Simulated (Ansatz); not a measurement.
BeO (P6_3mc), PBEsol, rigid bands (Ansatz, a quantum-chemistry and plane-wave program): N_v = 1.11e20 cm⁻³ at 300 K and a hole conductivity mass of 1.16 mₑ along z (a = (2.69, 0.00, 0.00) Å; b = (-1.35, 2.33, 0.00) Å; c = (0.00, 0.00, 4.37) Å).

Question: For 1e16 holes per cm³ at 300 K, place the Fermi level, estimate the Seebeck coefficient of a parabolic band with constant τ, and give mobility and conductivity for τ = 20 fs.

Answer: The level lies k_BT ln(N_v/p) = 0.241 eV above the valence-band maximum. S ≈ +(k_B/e)[ln(N_v/p) + 5/2] = 1018 μV/K, against 1059 μV/K from the full bands (mean over directions). μ = eτ/m = 30.3 cm²/(V·s) and σ = peμ = 0.0486 S/cm. τ is assumed, not computed.

Band transport and this doping are assumed; polarons and phonon drag are left out. Spin-orbit coupling is left out.
